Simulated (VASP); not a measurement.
NaI in VASP 6.6.1, single-point calculation

INCAR

```
NSW = 0
PREC = Accurate
EDIFF = 1E-7
NBANDS = 11
ENCUT = 520
IBRION = -1
ISMEAR = -1
GGA = PE
LASPH = .TRUE.
LCHARG = .FALSE.
LWAVE = .FALSE.
SIGMA = 0.02
ISIF = 2
LREAL = .FALSE.
NELM = 120
```

KPOINTS

```
KPOINTS created by Atomic Simulation Environment
0
Gamma
8 8 8
0 0 0
```

POSCAR

```
Na I
 1.0000000000000000
     0.0000000000000000    3.4228578445000002    3.2297205553000001
     3.4228578445000002    0.0000000000000000    3.2297205553000001
     3.4228578445000002    3.4228578445000002    0.0000000000000000
 Na  I
   1   1
Cartesian
  0.0000000000000000  0.0000000000000000  0.0000000000000000
  3.4228578445000002  3.4228578445000002  3.2297205553000001
```

The recommended PBE PAW datasets give the neutral cell 14 valence electrons.

Command

```
mpirun -np 1 vasp_std
```

OSZICAR

```
N       E                     dE             d eps       ncg     rms          rms(c)
DAV:   1     0.734543445769E+02    0.73454E+02   -0.67500E+03  1306   0.112E+03
DAV:   2     0.108817041319E+01   -0.72366E+02   -0.68009E+02  1378   0.219E+02
DAV:   3    -0.525502925884E+01   -0.63432E+01   -0.63055E+01  1573   0.673E+01
DAV:   4    -0.544231218743E+01   -0.18728E+00   -0.18715E+00  1561   0.124E+01
DAV:   5    -0.544741520554E+01   -0.51030E-02   -0.51029E-02  1508   0.210E+00    0.157E+00
DAV:   6    -0.536878162172E+01    0.78634E-01   -0.11153E-01  1508   0.212E+00    0.106E+00
DAV:   7    -0.535693150126E+01    0.11850E-01   -0.88592E-02  1491   0.176E+00    0.609E-01
DAV:   8    -0.535967745094E+01   -0.27459E-02   -0.69354E-03  1343   0.777E-01    0.169E-01
DAV:   9    -0.535962678673E+01    0.50664E-04   -0.16764E-04  1469   0.138E-01    0.580E-02
DAV:  10    -0.535964687721E+01   -0.20090E-04   -0.61337E-05  1472   0.851E-02    0.789E-03
DAV:  11    -0.535964740618E+01   -0.52897E-06   -0.55409E-06  1415   0.241E-02    0.198E-03
DAV:  12    -0.535964777443E+01   -0.36825E-06   -0.50351E-07  1439   0.660E-03    0.122E-03
DAV:  13    -0.535964785152E+01   -0.77085E-07   -0.12140E-08   966   0.102E-03
   1 F= -.53596479E+01 E0= -.53596479E+01  d E =-.264302E-12
```

Standard output (part)

```
POSCAR found type information on POSCAR NaI
 POSCAR found :  2 types and       2 ions
 LDA part: xc-table for (Slater+PW92), standard interpolation
 POSCAR, INCAR and KPOINTS ok, starting setup
 WAVECAR not read
 entering main loop
```

From OUTCAR

```
k-points           NKPTS =     59   k-points in BZ     NKDIM =     59   number of bands    NBANDS=     11

   NELECT =      14.0000    total number of electrons

   dimension x,y,z NGX =    36 NGY =   36 NGZ =   36
   dimension x,y,z NGXF=    72 NGYF=   72 NGZF=   72

  energy-cutoff  :      520.00
  volume of cell :       75.68
      direct lattice vectors                 reciprocal lattice vectors
     0.000000000  3.422857845  3.229720555    -0.146076765  0.146076765  0.154812155
     3.422857845  0.000000000  3.229720555     0.146076765 -0.146076765  0.154812155
     3.422857845  3.422857845  0.000000000     0.146076765  0.146076765 -0.154812155

 k-points in reciprocal lattice and weights: KPOINTS created by Atomic Simulation Env
   0.00000000  0.00000000  0.00000000       0.002
   0.12500000  0.00000000  0.00000000       0.016
   0.25000000  0.00000000  0.00000000       0.016
   0.37500000  0.00000000  0.00000000       0.016
   0.50000000  0.00000000  0.00000000       0.008
   0.12500000  0.12500000  0.00000000       0.004
   0.25000000  0.12500000  0.00000000       0.016
   0.37500000  0.12500000  0.00000000       0.016
   ...

 E-fermi :   0.6016

 k-point     1 :       0.0000    0.0000    0.0000
  band No.  band energies     occupation
      1     -22.4968      2.00000
      2     -22.4968      2.00000
      3     -22.4893      2.00000
      4     -10.6741      2.00000
      5       0.0349      2.00000
      6       0.1212      2.00000
      7       0.1212      2.00000
      8       3.4790      0.00000
      9       7.9041      0.00000
     10       7.9041      0.00000
     11       8.2550      0.00000

 k-point     2 :       0.1250    0.0000    0.0000
  band No.  band energies     occupation
      1     -22.4970      2.00000
      2     -22.4968      2.00000
      3     -22.4895      2.00000
      4     -10.6429      2.00000
      5      -0.2963      2.00000
      6       0.0464      2.00000
      7       0.0765      2.00000
      8       3.9453      0.00000
      9       7.6294      0.00000
     10       8.0007      0.00000
     11       8.2813      0.00000

 k-point     3 :       0.2500    0.0000    0.0000
  band No.  band energies     occupation
      1     -22.4977      2.00000
      2     -22.4970      2.00000
      3     -22.4899      2.00000
      4     -10.5655      2.00000
      5      -0.9871      2.00000
      6      -0.0264      2.00000
      7      -0.0160      2.00000
      8       4.7451      0.00000
      9       7.3656      0.00000
     10       7.7475      0.00000
     11       8.1856      0.00000

 k-point     4 :       0.3750    0.0000    0.0000
  band No.  band energies     occupation
      1     -22.4984      2.00000
      2     -22.4971      2.00000
      3     -22.4902      2.00000
      4     -10.4847      2.00000
      5      -1.5294      2.00000
      6      -0.1231      2.00000
      7      -0.0730      2.00000
      8       5.1080      0.00000
      9       7.3774      0.00000
     10       7.6693      0.00000
     11       7.9091      0.00000

 k-point     5 :       0.5000    0.0000    0.0000
  band No.  band energies     occupation
      1     -22.4987      2.00000
      2     -22.4972      2.00000
      3     -22.4904      2.00000
      4     -10.4503      2.00000
      5      -1.7289      2.00000
      6      -0.1616      2.00000
      7      -0.0959      2.00000
      8       5.1461      0.00000
      9       7.2399      0.00000
     10       7.6659      0.00000
     11       8.0531      0.00000

 ...

  Total       -0.5707405     -0.5707405     -0.1872808      0.0000000     -0.0000000      0.0000000
  in kB      -12.0830500    -12.0830500     -3.9648894      0.0000000     -0.0000000      0.0000000
  external PRESSURE =      -9.3769964 kB  Pullay stress =       0.0000000 kB

 POSITION                                       TOTAL-FORCE (eV/Angst)
 -----------------------------------------------------------------------------------
      0.00000      0.00000      0.00000         0.000000     -0.000000      0.000000
      3.42286      3.42286      3.22972        -0.000000      0.000000     -0.000000
 -----------------------------------------------------------------------------------
    total drift:                                0.000000      0.000000      0.000000

  FREE ENERGIE OF THE ION-ELECTRON SYSTEM (eV)
  ---------------------------------------------------
  free  energy   TOTEN  =        -5.3596478515 eV

  energy  without entropy=       -5.3596478515  energy(sigma->0) =       -5.35964785
```

It converged. Results: gap between bands v and c on the k mesh 3.36 eV; least direct gap on the k mesh 3.36 eV; pressure -0.9 GPa. Band v is the last that the valence electrons fill when counted band by band, and c is the next.

For comparison, a separate PBE run of the intended cell, on usual settings and not on those above, gives a gap of 3.36 eV on its mesh and a pressure of -0.9 GPa.

The run above took about 37 s on one core of a shared host (Intel Xeon Platinum 8488C) and held 0.23 GiB at most.
